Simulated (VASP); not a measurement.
CdSe:

```xyz
4
Lattice="4.3461 0.0000 0.0000 -2.1730 3.7638 0.0000 0.0000 0.0000 7.0898" Properties=species:S:1:pos:R:3 pbc="T T T"
Cd    2.1730    1.2546    3.5446
Cd    0.0000    2.5092    7.0895
Se    2.1730    1.2546    6.2100
Se    0.0000    2.5092    2.6651
```

The cell is a database's computed one.

| Property | Result |
| --- | --- |
| Program | VASP 6.6.1 |
| Task | relaxation of cell and atoms |
| Functional | RPBE |
| Potentials or basis | VASP PAW PBE potentials, release 64 (Cd, Se) |
| Cutoff | 600 eV |
| k mesh | 9 × 9 × 6 |
| Occupations | gaussian, width 0.02 eV |
| Spin | no spin polarisation |

At the start: pressure 3.4 GPa; volume 28.99 Å³/atom.

Question: Where does the relaxation end?

Answer: Over 3 steps the energy falls by 21.4 meV/atom and the volume is 31.18 Å³/atom (+7.5 %); space group P6_3mc (No. 186, to 0.05 Å).

The path:
| step | energy change (eV) | largest force (eV/Å) | pressure (GPa) | volume (Å³) |
| --- | --- | --- | --- | --- |
| 1 | 0.0000 | 0.0060 | 3.36 | 115.97 |
| 2 | -0.0828 | 0.0020 | -0.52 | 126.49 |
| 3 | -0.0857 | 0.0008 | 0.01 | 124.72 |

Final structure:
```yaml
crystal:
  lattice:
    - [4.45256, 0.00000, 0.00000]
    - [-2.22628, 3.85603, 0.00000]
    - [0.00000, 0.00000, 7.26391]
  atoms:
    - { symbol: Cd, position: [0.66667, 0.33333, 0.49999] }
    - { symbol: Cd, position: [0.33333, 0.66667, 0.99999] }
    - { symbol: Se, position: [0.66667, 0.33333, 0.87587] }
    - { symbol: Se, position: [0.33333, 0.66667, 0.37587] }
```

Caveat: the PAW data sets were made with another functional, which shifts forces and pressure a little.
